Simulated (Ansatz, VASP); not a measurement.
CaSe in VASP and in Ansatz

```
CELL_PARAMETERS angstrom
0.00000 2.95600 2.95600
2.89688 0.00000 2.95600
2.89688 2.95600 0.00000
ATOMIC_POSITIONS crystal
Se 0.50000 0.50000 0.50000
Ca 0.00000 0.00000 0.00000
```

Change from the starting cell: strain = -0.02.

Alike in both runs: task relaxation of the atoms; functional PBE; k mesh 8 × 8 × 8; occupations fermi-dirac, width 0.05 eV; no spin polarisation.

|  | VASP | Ansatz |
| --- | --- | --- |
| version | VASP 6.6.1 | Ansatz 0.2.0 |
| potentials or method | VASP PAW PBE potentials, release 64 (Se, Ca_sv) | Ansatz PAW |
| plane-wave cutoff (eV) | 520 | 420 |
| valence electrons in the cell | 16 | 26 |

VASP gave:

```
gap on the k mesh at the Fermi level, each at its own relaxed structure (eV) : 1.95
```

Problem. Estimate Ansatz's values.

Solution. gap on the k mesh at the Fermi level, each at its own relaxed structure (eV): 1.96.

The two sets of potentials don't hold the same shells in valence.

Caveats: the relaxation stopped at its first step, so nothing moved. A k mesh can miss the band edges.
